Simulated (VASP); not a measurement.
Write the native input for VASP 6.6.1 that does the following.

```yaml
Task: single point
Functional: PBEsol
Potentials_or_basis: VASP PAW PBE potentials, release 64 (C, O)
Cutoff: 520 eV
k_mesh: 2 × 2 × 1
Occupations: gaussian, width 0.02 eV
Spin: no spin polarisation
Dipole_correction: no
Further_INCAR_settings: LREAL = Auto; ALGO = Fast; EDIFF = 1e-06; NBANDS = 57
```

The structure of C19O lies in POSCAR:

```
C19O
1.0
    7.3980000000      0.0000000000      0.0000000000
   -3.6990000000      6.4068560000      0.0000000000
    0.0000000000      0.0000000000     13.0000000000
C O
19 1
Direct
   -0.0054099621      0.0006931692      0.0657795968
    0.2194665455      0.1131339511      0.0657663461
   -0.0037010213      0.3363281094      0.0657788406
    0.2178195540      0.4471166728      0.0657802890
   -0.0031022344      0.6679961224      0.0657833756
    0.2172002022      0.7781144973      0.0657317832
    0.3296162772      0.0029868868      0.0657127706
    0.5511677424      0.1137448840      0.0657511170
    0.3302342937      0.3346728441      0.0658001717
    0.5505283962      0.4448154901      0.0658058221
    0.3279887820      0.6673793485      0.0657543318
    0.5528021422      0.7798060069      0.0657493527
    0.6635638731      0.0012883357      0.0657311642
    0.8838326494      0.1114512614      0.0657651736
    0.6612779314      0.3340355871      0.0657966496
    0.8861463871      0.4464648336      0.0657969894
    0.6629369847      0.6696836178      0.0657860887
    0.8844513797      0.7804225587      0.0657861008
    0.4063769589     -0.0639467236      0.3163180722
    0.3357280180      0.0107128467      0.3659801647
```

The cell was built by a generator and needn't be a form met in nature.

The input as run:

INCAR

```
PREC = Accurate
ENCUT = 520
EDIFF = 1E-6
ISMEAR = 0
SIGMA = 0.02
LREAL = Auto
LASPH = T
NELM = 100
ALGO = Fast
ISIF = 2
LWAVE = F
LCHARG = F
GGA = PS
NBANDS = 57
```

KPOINTS

```
Automatic mesh
0
Gamma
  2 2 1
```

Potentials or basis: VASP PAW PBE potentials, release 64 (C, O).

Run with:

```sh
$ cat potpaw_PBE.64/C/POTCAR potpaw_PBE.64/O/POTCAR > POTCAR
$ mpirun -np 1 vasp_std > vasp.out
```

Results of the run:

| Property | Result |
| --- | --- |
| Largest force | 1.065 eV/Å |
| Band gap on the k mesh | 0.21 eV, direct |

Caveat: the k mesh is coarse (spacing up to 0.49 Å⁻¹), so the values aren't converged; the standard files for N, O and F lose accuracy on very short bonds; the PAW data sets were made with another functional, which shifts forces and pressure a little.

Run time: 4.3 min on 1 thread of Intel(R) Xeon(R) 6975P-C (Granite Rapids), with other jobs on the host, peak memory 0.65 GiB.
